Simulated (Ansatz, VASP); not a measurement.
Given: the input of a run of VASP 6.6.1 on Mo.

Contents of INCAR:

```
  ALGO = Normal
  DIPOL = 0.5 0.5 0.500
  EDIFF = 1E-7
  ENCUT = 520
  GGA = PE
  IDIPOL = 3
  ISIF = 2
  ISMEAR = -1
  LASPH = True
  LCHARG = False
  LDIPOL = True
  LREAL = False
  LWAVE = False
  NBANDS = 51
  NELM = 100
  PREC = Accurate
  SIGMA = 0.05
```

Contents of KPOINTS:

```
k-points
0
Gamma
  9 9 1
```

Contents of POSCAR:

```
Mo
1.0
    2.8496403282      0.0000000000      0.0000000000
    0.0000000000      2.8496403282      0.0000000000
    0.0000000000      0.0000000000     25.0750000000
Mo
6
Direct
    0.5000000000      0.5000000000      0.2991026919
    0.0000000000      0.0000000000      0.3794616152
    0.5000000000      0.5000000000      0.4598205384
    0.0000000000      0.0000000000      0.5401794616
    0.5000000000      0.5000000000      0.6205383848
    0.0000000000      0.0000000000      0.7008973081
```

Potentials or basis: VASP PAW PBE potentials, release 64 (Mo_sv).

The run is started by

```console
$ cat potpaw_PBE.64/Mo_sv/POTCAR > POTCAR
$ mpirun -np 1 vasp_std > vasp.out
```

**Question.** Set up the same calculation for Ansatz 0.2.0. Potentials there: Ansatz PAW.

**Answer.** As run (the cutoff follows the program's own potentials):

File input.yaml:

```yaml
crystal:
  lattice:
    - [2.8496403282, 0.0, 0.0]
    - [0.0, 2.8496403282, 0.0]
    - [0.0, 0.0, 25.075]
  atoms:
    - { symbol: Mo, position: [0.5, 0.5, 0.2991026919] }
    - { symbol: Mo, position: [0.0, 0.0, 0.3794616152] }
    - { symbol: Mo, position: [0.5, 0.5, 0.4598205384] }
    - { symbol: Mo, position: [0.0, 0.0, 0.5401794616] }
    - { symbol: Mo, position: [0.5, 0.5, 0.6205383848] }
    - { symbol: Mo, position: [0.0, 0.0, 0.7008973081] }
hamiltonian:
  xc: pbe
  pseudopotentials: { kind: paw }
kpoints:
  mp_grid: { grid: [9, 9, 1] }
scf:
  occupations: { method: fermi_dirac, width: 0.05 }
output:
  forces: true
  eigenvalues: true
efield:
  axis: 3
  dipole_correction: true
  ramp_width: 0.04
```

Potentials or basis: Ansatz PAW.

Run with:

```console
$ ansatz run input.yaml --threads 4 --pin off --max-ram 11264MiB --backend cpu --events-out ev --progress --plain --runs-dir out
```

Both were run:

|  | VASP | Ansatz | Ansatz less VASP |
| --- | --- | --- | --- |
| gap on the k mesh at the Fermi level (eV) | none | none | - |
| rms of the force components (eV/Å) | 0.182 | 0.188 | +0.0053 |

Atom by atom the forces differ by 0.007 eV/Å (rms over components). A gap of «none» marks a metal or a gap that the smearing closes.
